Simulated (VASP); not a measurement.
# LiCl (P6_3mc) in VASP: a series of runs

The runs below take LiCl through single point, with PBEsol.

All numbers are computed with VASP 6.6.1; they aren't measurements. Logs are shortened: lines on timing, memory, paths and dates and some standing lists are left out, and cuts for length are marked.

## 1. The structure

Symmetry: P6_3mc, No. 186, hexagonal system. The conventional cell has a = 3.925 Å, b = 3.925 Å, c = 6.357 Å, α = 90.00°, β = 90.00°, γ = 120.00°. Li (site symmetry 3m) is surrounded by 4 Cl at 2.40 Å. Around Cl (site symmetry 3m) lie 4 Li at 2.40 Å.

Measurements of this composition are mostly on another form, of space group No. 225.

## 2. Single point, PBEsol

INCAR

```
SYSTEM = LiCl
ALGO     = Fast           ! electronic algorithm
EDIFF    = 1E-6           ! SCF threshold, eV
ENCUT    = 520            ! plane-wave cutoff, eV
GGA      = PS             ! functional
ISIF     = 2              ! what is computed and relaxed
ISMEAR   = -1             ! smearing method
LASPH    = .TRUE.         ! aspherical terms in the spheres
LCHARG   = .FALSE.        ! write CHGCAR
LREAL    = .FALSE.        ! projectors in reciprocal space
LWAVE    = .FALSE.        ! write WAVECAR
NBANDS   = 18             ! bands
NELM     = 100            ! most SCF steps
PREC     = Accurate       ! precision mode
SIGMA    = 0.05           ! smearing width, eV
```

KPOINTS

```
k-points
0
G
  5 5 3
  0 0 0
```

POSCAR

```
LiCl
1.0
    3.9248800000      0.0000000000      0.0000000000
   -1.9624400000      3.3990500000      0.0000000000
    0.0000000000      0.0000000000      6.3571600000
Li Cl
2 2
Direct
    0.6666666667      0.3333333333      0.8760200000
    0.3333333333      0.6666666667      0.3760200000
    0.6666666667      0.3333333333      0.4989800000
    0.3333333333      0.6666666667      0.9989800000
```

Potentials or basis: VASP PAW PBE potentials, release 64 (Li_sv, Cl).

Launch:

```bash
$ cat potpaw_PBE.64/Li_sv/POTCAR potpaw_PBE.64/Cl/POTCAR > POTCAR
$ mpirun -np 1 vasp_std > vasp.out
```

OUTCAR:

```text
SYSTEM = LiCl
   EDIFF = 1E-6
   ENCUT = 520
   GGA = PS
   ISIF = 2
   ISMEAR = -1
   LASPH = .TRUE.
   LREAL = .FALSE.
   NELM = 100
   PREC = Accurate

 ion  position               nearest neighbor table
   1  0.667  0.333  0.876-   3 2.40   4 2.40   4 2.40   4 2.40
   2  0.333  0.667  0.376-   4 2.40   3 2.40   3 2.40   3 2.40
   3  0.667  0.333  0.499-   1 2.40   2 2.40   2 2.40   2 2.40
   4  0.333  0.667  0.999-   2 2.40   1 2.40   1 2.40   1 2.40

  LATTYP: Found a hexagonal cell.
 ALAT       =     3.9248800000
 C/A-ratio  =     1.6197081185

  Lattice vectors:

 A1 = (   3.9248800000,   0.0000000000,   0.0000000000)
 A2 = (  -1.9624400000,   3.3990500000,   0.0000000000)
 A3 = (   0.0000000000,   0.0000000000,   6.3571600000)

Analysis of symmetry for initial positions (statically):
=====================================================================
 Subroutine PRICEL returns:
 Original cell was already a primitive cell.

 Routine SETGRP: Setting up the symmetry group for a
 hexagonal supercell.

 Subroutine GETGRP returns: Found 12 space group operations
 (whereof  6 operations were pure point group operations)
 out of a pool of 24 trial point group operations.

The static configuration has the point symmetry C_3v.
 The point group associated with its full space group is C_6v.

Analysis of symmetry for dynamics (positions and initial velocities):
=====================================================================
 Subroutine PRICEL returns:
 Original cell was already a primitive cell.

 Routine SETGRP: Setting up the symmetry group for a
 hexagonal supercell.

 Subroutine GETGRP returns: Found 12 space group operations
 (whereof  6 operations were pure point group operations)
 out of a pool of 24 trial point group operations.

The dynamic configuration has the point symmetry C_3v.
 The point group associated with its full space group is C_6v.

 Subroutine INISYM returns: Found 12 space group operations
 (whereof  6 operations are pure point group operations),
 and found     1 'primitive' translations

----------------------------------------------------------------------------------------

                                     Primitive cell

  volume of cell :      84.8100

  direct lattice vectors                    reciprocal lattice vectors
     3.924880000  0.000000000  0.000000000     0.254784860  0.147099925  0.000000000
    -1.962440000  3.399050000  0.000000000     0.000000000  0.294199850  0.000000000
     0.000000000  0.000000000  6.357160000     0.000000000  0.000000000  0.157302947

  length of vectors
     3.924880000  3.924883649  6.357160000     0.294200123  0.294199850  0.157302947

  position of ions in fractional coordinates (direct lattice)
     0.666666667  0.333333333  0.876020000
     0.333333333  0.666666667  0.376020000
     0.666666667  0.333333333  0.498980000
     0.333333333  0.666666667  0.998980000

  ion indices of the primitive-cell ions
   primitive index   ion index
                 1           1
                 2           2
                 3           3
                 4           4

----------------------------------------------------------------------------------------

 KPOINTS: k-points

Automatic generation of k-mesh.
 Grid dimensions read from file:
 generate k-points for:    5    5    3

 Generating k-lattice:

  Cartesian coordinates                     Fractional coordinates (reciprocal lattice)
     0.050956972  0.029419985  0.000000000     0.200000000  0.000000000  0.000000000
     0.000000000  0.058839970  0.000000000     0.000000000  0.200000000  0.000000000
     0.000000000  0.000000000  0.052434316     0.000000000  0.000000000  0.333333333

  Length of vectors
     0.058840025  0.058839970  0.052434316

  Shift w.r.t. Gamma in fractional coordinates (k-lattice)
     0.000000000  0.000000000  0.000000000

 Subroutine IBZKPT returns following result:
 ===========================================

 Found     10 irreducible k-points:

 Following reciprocal coordinates:
            Coordinates               Weight
  0.000000  0.000000  0.000000      1.000000
  0.200000  0.000000  0.000000      6.000000
  0.400000  0.000000  0.000000      6.000000
  0.200000  0.200000  0.000000      6.000000
  0.400000  0.200000  0.000000      6.000000
  0.000000  0.000000  0.333333      2.000000
  0.200000  0.000000  0.333333     12.000000
  0.400000  0.000000  0.333333     12.000000
  0.200000  0.200000  0.333333     12.000000
  0.400000  0.200000  0.333333     12.000000
   k-points           NKPTS =     10   k-points in BZ     NKDIM =     10   number of bands    NBANDS=     18
   number of dos      NEDOS =    301   number of ions     NIONS =      4
   total plane-waves  NPLWV =  43200
   dimension x,y,z NGX =    30 NGY =   30 NGZ =   48
   dimension x,y,z NGXF=    60 NGYF=   60 NGZF=   96
   ions per type =               2   2
   NGX,Y,Z   is equivalent  to a cutoff of  12.71, 12.71, 12.55 a.u.
   NGXF,Y,Z  is equivalent  to a cutoff of  25.41, 25.41, 25.10 a.u.
 SYSTEM =  LiCl
   PREC   = accura    normal or accurate (medium, high low for compatibility)
   ISTART =      0    job   : 0-new  1-cont  2-samecut
   ICHARG =      2    charge: 1-file 2-atom 10-const
   ISPIN  =      1    spin polarized calculation?
   LNONCOLLINEAR =      F non collinear calculations
   LSORBIT =      F    spin-orbit coupling
   LASPH  =      T    aspherical Exc in radial PAW
   ENCUT  =  520.0 eV  38.22 Ry    6.18 a.u.   7.30  7.30 11.82*2*pi/ulx,y,z
   NELM   =    100;   NELMIN=  2; NELMDL= -5     # of ELM steps
   EDIFF  = 0.1E-05   stopping-criterion for ELM
   LREAL  =      F    real-space projection
   EDIFFG = 0.1E-04   stopping-criterion for IOM
   NSW    =      0    number of steps for IOM
   IBRION =     -1    ionic relax: 0-MD 1-quasi-New 2-CG
   NFREE  =      0    steps in history (QN), initial steepest desc. (CG)
   ISIF   =      2    stress and relaxation
   ISYM   =      2    0-nonsym 1-usesym 2-fastsym
   POTIM  = 0.5000    time-step for ionic-motion
   TEBEG  =    0.0;   TEEND  =   0.0 temperature during run
   PSTRESS=    0.0 pullay stress
   NELECT =      20.0000    total number of electrons
   NUPDOWN=      -1.0000    fix difference up-down
   EMIN   =  10.00;   EMAX   =-10.00  energy-range for DOS
   EFERMI =   0.00;   METHOD = LEGACY
   ISMEAR =    -1;   SIGMA  =   0.05  broadening in eV -4-tet -1-fermi 0-gaus
   EFERMI_NEDOS =   21; number of points for ismear=-14 and -15
   IALGO  =     68    algorithm
   IMIX   =      4    mixing-type and parameters
     AMIX     =   0.40;   BMIX     =  1.00
     AMIX_MAG =   1.60;   BMIX_MAG =  1.00
  volume/ion in A,a.u.               =      21.20       143.08
  Fermi-wavevector in a.u.,A,eV,Ry     =   1.011430  1.911325 13.918631  1.022991
  Thomas-Fermi vector in A             =   2.144479
   LORBIT       =      0    0 simple, 1 ext, 2 COOP (PROOUT), +10 PAW based schemes
   GGA     = PS    functional components
   LHFCALC =     F    Hartree Fock is set to
   AEXX    =    0.0000 exact exchange contribution
   IVDW    =     0    specifies the selected vdW correction
   LEPSILON=     F    determine dielectric tensor
   LRPA    =     F    only Hartree local field effects (RPA)
 non-spin polarized calculation
 RMM-DIIS sequential band-by-band and
  energy-cutoff  :      520.00
  volume of cell :       84.81
 maximum number of plane-waves:      2316
 NGX is ok and might be reduce to    30
   NGX = 15   NGY = 15   NGZ = 23

 number of electron      19.9999995 magnetization

 Free energy of the ion-electron system (eV)
  ---------------------------------------------------
  ext. energy  EPLUGINS =         0.00000000
  ---------------------------------------------------
  free energy    TOTEN  =       -15.19854793 eV

  energy without entropy =      -15.19854793  energy(sigma->0) =      -15.19854793

 E-fermi :  -0.1535     XC(G=0):  -7.7492

 val. band max:       -1.3828776911   @ k =   0.0000   0.0000   0.0000
 cond. band min:       4.3560153054   @ k =   0.0000   0.0000   0.0000
 fundamental gap:      5.7388929965
 Fermi energy:        -0.1534503252

 k-point     1 :       0.0000    0.0000    0.0000
  band No.  band energies     occupation
      1     -43.6562      2.00000
      2     -43.6547      2.00000
      3     -14.0380      2.00000
      4     -13.7516      2.00000
      5      -3.3823      2.00000
      6      -1.7082      2.00000
[... 10 lines left out ...]
     17       9.4558      0.00000
     18       9.4558      0.00000

 k-point     2 :       0.2000    0.0000    0.0000
  band No.  band energies     occupation
      1     -43.6558      2.00000
      2     -43.6546      2.00000
      3     -13.9567      2.00000
      4     -13.7161      2.00000
      5      -3.1848      2.00000
      6      -2.2444      2.00000
[... 10 lines left out ...]
     17       9.5940      0.00000
     18      10.1565      0.00000

 k-point     3 :       0.4000    0.0000    0.0000
  band No.  band energies     occupation
      1     -43.6549      2.00000
      2     -43.6543      2.00000
      3     -13.8006      2.00000
      4     -13.6759      2.00000
      5      -3.1171      2.00000
      6      -2.6612      2.00000
[... 10 lines left out ...]
     17      10.2937      0.00000
     18      11.1772      0.00000

 k-point     4 :       0.2000    0.2000    0.0000
  band No.  band energies     occupation
      1     -43.6552      2.00000
      2     -43.6544      2.00000
      3     -13.8357      2.00000
      4     -13.6790      2.00000
      5      -2.8784      2.00000
      6      -2.7720      2.00000
[... 10 lines left out ...]
     17      10.0269      0.00000
     18      10.6638      0.00000

 k-point     5 :       0.4000    0.2000    0.0000
  band No.  band energies     occupation
      1     -43.6547      2.00000
      2     -43.6544      2.00000
      3     -13.7349      2.00000
      4     -13.6789      2.00000
      5      -3.1384      2.00000
      6      -2.6279      2.00000
[... 10 lines left out ...]
     17      10.4441      0.00000
     18      11.1498      0.00000

 k-point     6 :       0.0000    0.0000    0.3333
  band No.  band energies     occupation
      1     -43.6559      2.00000
      2     -43.6552      2.00000
      3     -13.9702      2.00000
      4     -13.8273      2.00000
      5      -2.9578      2.00000
      6      -1.9811      2.00000
[... 10 lines left out ...]
     17       9.0238      0.00000
     18       9.0238      0.00000

 k-point     7 :       0.2000    0.0000    0.3333
  band No.  band energies     occupation
      1     -43.6554      2.00000
      2     -43.6549      2.00000
      3     -13.8994      2.00000
      4     -13.7792      2.00000
      5      -2.8912      2.00000
      6      -2.3110      2.00000
[... 10 lines left out ...]
     17       9.7029      0.00000
     18       9.7550      0.00000

 k-point     8 :       0.4000    0.0000    0.3333
  band No.  band energies     occupation
      1     -43.6548      2.00000
      2     -43.6545      2.00000
      3     -13.7702      2.00000
      4     -13.7079      2.00000
      5      -3.1522      2.00000
      6      -2.9279      2.00000
[... 10 lines left out ...]
     17      10.3350      0.00000
     18      10.8478      0.00000

 k-point     9 :       0.2000    0.2000    0.3333
  band No.  band energies     occupation
      1     -43.6549      2.00000
      2     -43.6546      2.00000
      3     -13.7978      2.00000
      4     -13.7195      2.00000
      5      -2.9170      2.00000
      6      -2.8021      2.00000
[... 10 lines left out ...]
     17       9.9795      0.00000
     18      10.3556      0.00000

 k-point    10 :       0.4000    0.2000    0.3333
  band No.  band energies     occupation
      1     -43.6546      2.00000
      2     -43.6544      2.00000
      3     -13.7212      2.00000
      4     -13.6932      2.00000
      5      -3.1012      2.00000
      6      -2.8946      2.00000
[... 10 lines left out ...]
     17      10.5282      0.00000
     18      11.0964      0.00000

------------------------ aborting loop because EDIFF is reached ----------------------------------------

  FORCE on cell =-STRESS in cart. coord.  units (eV):
  Direction    XX          YY          ZZ          XY          YZ          ZX
  --------------------------------------------------------------------------------------
  -------------------------------------------------------------------------------------
  Total       -0.6046614     -0.6046629     -0.7021546      0.0000000      0.0000000     -0.0000000
  in kB      -11.4228839    -11.4229122    -13.2646632      0.0000000      0.0000000     -0.0000000
  external PRESSURE =     -12.0368198 kB  Pullay stress =       0.0000000 kB

 VOLUME and BASIS-vectors are now :
 -----------------------------------------------------------------------------
  energy-cutoff  :      520.00
  volume of cell :       84.81
      direct lattice vectors                 reciprocal lattice vectors
     3.924880000  0.000000000  0.000000000     0.254784860  0.147099925  0.000000000
    -1.962440000  3.399050000  0.000000000     0.000000000  0.294199850  0.000000000
     0.000000000  0.000000000  6.357160000     0.000000000  0.000000000  0.157302947

 POSITION                                       TOTAL-FORCE (eV/Angst)
 -----------------------------------------------------------------------------------
      1.96244      1.13302      5.56900        -0.000000      0.000000      0.017375
     -0.00000      2.26603      2.39042         0.000000     -0.000000      0.017375
      1.96244      1.13302      3.17210         0.000000      0.000000     -0.017375
     -0.00000      2.26603      6.35068        -0.000000     -0.000000     -0.017375
 -----------------------------------------------------------------------------------
    total drift:                                0.000001      0.000001     -0.000275

  FREE ENERGIE OF THE ION-ELECTRON SYSTEM (eV)
  ---------------------------------------------------
  free  energy   TOTEN  =       -15.1985479285 eV

  energy  without entropy=      -15.1985479285  energy(sigma->0) =      -15.19854793
```

Wall time 22 s (1 thread of Intel Xeon Platinum 8488C (Sapphire Rapids), shared host); peak memory 0.18 GiB.

Results:

```
Free energy            : -15.1985 eV
Largest force          : 0.017 eV/Å
Band gap on the k mesh : 5.74 eV, direct
```

Forces in eV/Å, atoms in the order of the input:
```
Li   0.000  0.000  0.017
Li   0.000  0.000  0.017
Cl   0.000  0.000 -0.017
Cl   0.000  0.000 -0.017
```

Levels at points of the mesh, in eV from the valence-band top:
```csv
k point,band 7,band 8,band 9,band 10,band 11,band 12,band 13,band 14
"(0.00, 0.00, 0.00)",-0.33,-0.02,-0.02,0.00,5.74,8.02,9.92,9.92
```

Caveat: the cutoff is under 1.25 times the usual one of these potentials, so pressure, stress and relaxed cells hold a basis-set (Pulay) error; the PAW data sets were made with another functional, which shifts forces and pressure a little.

## 3. Single point, PBEsol

INCAR

```
SYSTEM = LiCl
PREC = Accurate ; ENCUT = 520
EDIFF = 1E-6 ; ISMEAR = -1
SIGMA = 0.05 ; LREAL = .False.
LASPH = .True. ; NELM = 100
ALGO = Fast ; ISIF = 2
LWAVE = .False. ; LCHARG = .False.
GGA = PS ; NBANDS = 18
```

KPOINTS

```
Automatic mesh
0
Gamma
  4 4 2
  0 0 0
```

POSCAR is that of step 2.

Potentials or basis: VASP PAW PBE potentials, release 64 (Li_sv, Cl).

Launch:

```bash
$ cat potpaw_PBE.64/Li_sv/POTCAR potpaw_PBE.64/Cl/POTCAR > POTCAR
$ mpirun -np 1 vasp_std > vasp.out
```

Wall time 22 s (1 thread of Intel Xeon Platinum 8488C (Sapphire Rapids), shared host); peak memory 0.18 GiB.

It converged, with:

```
Free energy            : -15.1974 eV
Largest force          : 0.018 eV/Å
Band gap on the k mesh : 5.74 eV, direct
```

Forces on the atoms (eV/Å):
```
Li   0.000  0.000  0.018
Li   0.000  0.000  0.018
Cl   0.000  0.000 -0.018
Cl   0.000  0.000 -0.018
```

Levels at points of the mesh, in eV from the valence-band top:
```csv
k point,band 6,band 7,band 8,band 9,band 10,band 11,band 12,band 13,band 14,band 15
"(0.00, 0.00, 0.00)",-0.33,-0.33,-0.02,-0.02,0.00,5.74,8.02,9.92,9.92,10.27
"(0.50, 0.00, 0.00)",-1.36,-1.10,-0.84,-0.56,-0.30,7.65,7.83,8.92,10.19,10.32
"(0.00, 0.00, 0.50)",-1.11,-0.18,-0.18,-0.18,-0.18,7.05,7.05,10.07,10.07,10.13
"(0.50, 0.00, 0.50)",-1.79,-0.58,-0.58,-0.57,-0.57,7.22,7.22,9.79,9.79,11.44
```

Caveat: the k mesh is coarse (spacing up to 0.49 Å⁻¹), so the values aren't converged; the cutoff is under 1.25 times the usual one of these potentials, so pressure, stress and relaxed cells hold a basis-set (Pulay) error; the PAW data sets were made with another functional, which shifts forces and pressure a little. PBEsol gaps usually lie below the measured ones, often by a third to a half.
